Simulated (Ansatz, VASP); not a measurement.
**One calculation of MgB2, two programs**

```
Mg B
1.0
     3.07013    0.00000    0.00000
    -1.53507    2.65881    0.00000
     0.00000    0.00000    3.50722
Mg B
1 2
Direct
  0.00000 0.00000 0.00000
  0.33333 0.66667 0.50000
  0.66667 0.33333 0.50000
```

Alike in both runs: functional r2SCAN; k mesh 12 × 12 × 8; occupations fermi-dirac, width 0.1 eV; no spin polarisation.

Ansatz relaxed the structure, and its values are those at the end. VASP's run is a single point on that final structure, the one shown.

|  | VASP | Ansatz |
| --- | --- | --- |
| version | VASP 6.6.1 | Ansatz 0.2.0 |
| potentials or method | VASP PAW PBE potentials, release 64 (Mg, B) | PAW with Ansatz's default frozen-core files, scalar-relativistic |
| plane-wave cutoff (eV) | 520 | 500 |
| valence electrons in the cell | 8 | 16 |

```tsv
	VASP	Ansatz	Ansatz less VASP
pressure (GPa)	-0.4	0.0	+0.39
```

The two sets of potentials don't hold the same shells in valence.

Caveats: the PAW data sets were made with another functional, which shifts forces and pressure a little (VASP).
